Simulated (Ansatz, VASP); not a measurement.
# LiF (Griceite) in VASP and in Ansatz

POSCAR

```
LiF
1.0
    0.0000000000      1.9948691899      1.8801642115
    1.9948691899      0.0000000000      1.8801642115
    1.9948691899      1.9948691899      0.0000000000
Li F
1 1
Direct
    0.0000000000      0.0000000000      0.0000000000
    0.5000000000      0.5000000000      0.5000000000
```

INCAR.step1

```
PREC = Accurate
ENCUT = 520
ISMEAR = 0
SIGMA = 0.01
LREAL = False
LASPH = True
NELM = 60
NBANDS = 12
GGA = PE
ALGO = Normal
EDIFF = 1E-4
LWAVE = True
LCHARG = False
```

File INCAR.step2:

```
PREC = Accurate
ENCUT = 520
EDIFF = 1E-6
ISMEAR = 0
SIGMA = 0.01
LREAL = False
LASPH = True
NELM = 60
ALGO = Normal
ISIF = 2
LWAVE = False
LCHARG = False
METAGGA = R2SCAN
LMIXTAU = True
NBANDS = 12
ISTART = 1
```

KPOINTS

```
Automatic mesh
0
Gamma
  10 10 10
```

Input for Ansatz:

```yaml
crystal:
  lattice:
    - [0.0, 1.9948691899, 1.8801642115]
    - [1.9948691899, 0.0, 1.8801642115]
    - [1.9948691899, 1.9948691899, 0.0]
  atoms:
    - { symbol: Li, position: [0.0, 0.0, 0.0] }
    - { symbol: F, position: [0.5, 0.5, 0.5] }
kpoints:
  mp_grid: { grid: [10, 10, 10] }
  band_path:
    path:
      - [0.0, 0.0, 0.0]
      - [0.5, 0.0, 0.5]
      - [0.625, 0.25, 0.625]
      - [0.375, 0.375, 0.75]
      - [0.5, 0.5, 0.5]
      - [0.5, 0.25, 0.75]
    npoints: 1
hamiltonian:
  xc: r2scan
scf:
  occupations: { method: fixed }
  n_extra_bands: 4
output:
  forces: true
  stress: true
  eigenvalues: true
```

Change from the starting cell: uniaxial_z strain -5.8%.

Alike in both runs: task single point; functional r2SCAN; k mesh 10 × 10 × 10; no spin polarisation.

|  | VASP | Ansatz |
| --- | --- | --- |
| version | VASP 6.6.1 | Ansatz 0.2.0 |
| potentials or method | VASP PAW PBE potentials, release 64 (Li_sv, F) | plane waves, PAW |
| plane-wave cutoff (eV) | 520 | 500 |
| occupations | gaussian, width 0.01 eV | fixed |
| valence electrons in the cell | 10 | 10 |

```tsv
	VASP	Ansatz	Ansatz less VASP
gap on the k mesh at the Fermi level (eV)	11.07	10.85	-0.226
```

 A k mesh can miss the band edges.
